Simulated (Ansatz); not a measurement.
**BeSe (F-43m): exact exchange against the cheap answer (a further series)**

One table from this session's results is given with a row withheld; the runs are named, their logs left out.

Method: DFT at several levels, plane waves, PAW, in Ansatz 0.2.0.

**The system as given**

The structure is cubic, space group F-43m (No. 216). The conventional cell has a = 5.070 Å, b = 5.070 Å, c = 5.070 Å, α = 90.00°, β = 90.00°, γ = 90.00°. Around Be (site symmetry -43m) lie 4 Se at 2.20 Å. Se (site symmetry -43m) has 4 Be at 2.20 Å in its first shell of neighbours.

Coordinates:

```cif
data_structure
_symmetry_space_group_name_H-M 'F-43m'
_symmetry_Int_Tables_number 216
_cell_length_a 5.0700
_cell_length_b 5.0700
_cell_length_c 5.0700
_cell_angle_alpha 90.000
_cell_angle_beta 90.000
_cell_angle_gamma 90.000
_cell_volume 130.32
loop_
_atom_site_label
_atom_site_type_symbol
_atom_site_symmetry_multiplicity
_atom_site_Wyckoff_symbol
_atom_site_fract_x
_atom_site_fract_y
_atom_site_fract_z
_atom_site_occupancy
Be1 Be 4 a 0.00000 0.00000 0.00000 1
Se1 Se 4 c 0.25000 0.25000 0.25000 1
```

At PBE, an earlier run found 5.36 GPa for this cell of 16.291 Å³/atom (8×8×8 mesh), gap on the mesh 2.54 eV. The cell is compressed at this level.

All runs below keep this geometry.

Levels to run, all on a 4×4×4 mesh: HSE06 form (screening 0.1 Å⁻¹); PBE0 form (fraction 0.5); r²SCAN0 form (fraction 1/ε∞). Hardware: 4 threads of Arm Neoverse V1, shared host.

An earlier series ran PBE on this mesh: volume 16.291 Å³/atom, pressure 5.93 GPa, mesh gap 2.52 eV.

The first run:

input.yaml

```yaml
crystal:
  lattice:
    - [0.0, 2.535001018, 2.535001018]
    - [2.535001018, 0.0, 2.535001018]
    - [2.535001018, 2.535001018, 0.0]
  atoms:
    - { symbol: Be, position: [0.0, 0.0, 0.0] }
    - { symbol: Se, position: [0.75, 0.75, 0.75] }
basis:
  ecutwfc: 420
  ecutrho_ratio: 4
kpoints:
  mp_grid: { grid: [4, 4, 4] }
hamiltonian:
  xc: { preset: hse06, exx: { coeff: 0.25, omega: 0.1 } }
scf:
  occupations: { method: gaussian, width: 0.05 }
  n_extra_bands: 9
output:
  forces: true
  stress: true
  eigenvalues: true
  populations: true
  dos: { projected: true, de: 0.02 }
```

Launch:

```console
$ ansatz run input.yaml --threads 4 --pin off --max-ram 8192MiB --backend cpu --events-out ev --progress --plain --runs-dir out
```

Steps of the session up to this table: HSE06 form (screening 0.1 Å⁻¹); PBE0 form (fraction 0.5); r²SCAN0 form (fraction 1/ε∞).

One of the session's tables, all rows but one given; the rest of the session is left out.

It belongs to the step «The sweep». 

| level | gap on the mesh (eV) | pressure (GPa) |
| --- | --- | --- |
| PBE (earlier series) | 2.52 | 5.9 |
| HSE06 form (screening 0.1 Å⁻¹) | ? | ? |
| PBE0 form (fraction 0.5) | 5.68 | 3.3 |
| r²SCAN0 form (fraction 1/ε∞) | 3.96 | 4.7 |

**Question.** Estimate the row for HSE06 form (screening 0.1 Å⁻¹).

**Answer.** gap on the mesh (eV): 3.69; pressure (GPa): 4.4. In the column «gap on the mesh (eV)» it lies between PBE (earlier series) (2.52) and r²SCAN0 form (fraction 1/ε∞) (3.96).

Against 2.52 eV at PBE, the runs with exact exchange give 3.69 (HSE06 form (screening 0.1 Å⁻¹)) to 5.68 eV (PBE0 form (fraction 0.5)). The cutoffs differ: 500 eV for r²SCAN0 form (fraction 1/ε∞), 420 eV otherwise. Gaps are over this coarse mesh alone, and total energies of different levels can't be compared. The program warned that the SCF threshold is loose for the stress of this hybrid run.

Limits of these values: Warnings in the runs' records: stress scf threshold loose, stress exchange threshold loose.
